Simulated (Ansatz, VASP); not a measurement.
TaN in VASP and in Ansatz

```
CELL_PARAMETERS angstrom
0.00000 2.21132 2.21132
2.21132 0.00000 2.21132
2.21132 2.21132 0.00000
ATOMIC_POSITIONS crystal
Ta 0.50000 0.50000 0.50000
N 0.00000 0.00000 0.00000
```

The cell comes from a database or a generator and needn't be the stable form of this composition.

Alike in both runs: task single point; functional PBEsol; k mesh 8 × 8 × 8; occupations gaussian, width 0.1 eV; no spin polarisation.

```csv
,VASP,Ansatz
version,VASP 6.6.1,Ansatz 0.2.0
potentials or method,"VASP PAW PBE potentials, release 64 (Ta_pv, N)","scalar-relativistic, plane waves, PAW"
plane-wave cutoff (eV),520,420
valence electrons in the cell,16,18
```

Ansatz gave:

| Quantity | Value |
| --- | --- |
| gap on the k mesh at the Fermi level (eV) | none |
| pressure (GPa) | -10.5 |

Problem. Estimate VASP's values.

Solution. gap on the k mesh at the Fermi level (eV): none; pressure (GPa): -9.6.

A gap of «none» marks a metal or a gap that the smearing closes. With one functional, cell and mesh, what is left measures potentials, basis and numerics. The two sets of potentials don't hold the same shells in valence.

Caveats: the PAW data sets were made with another functional, which shifts forces and pressure a little (VASP). Spin-orbit coupling is left out, which matters for the levels of Ta.
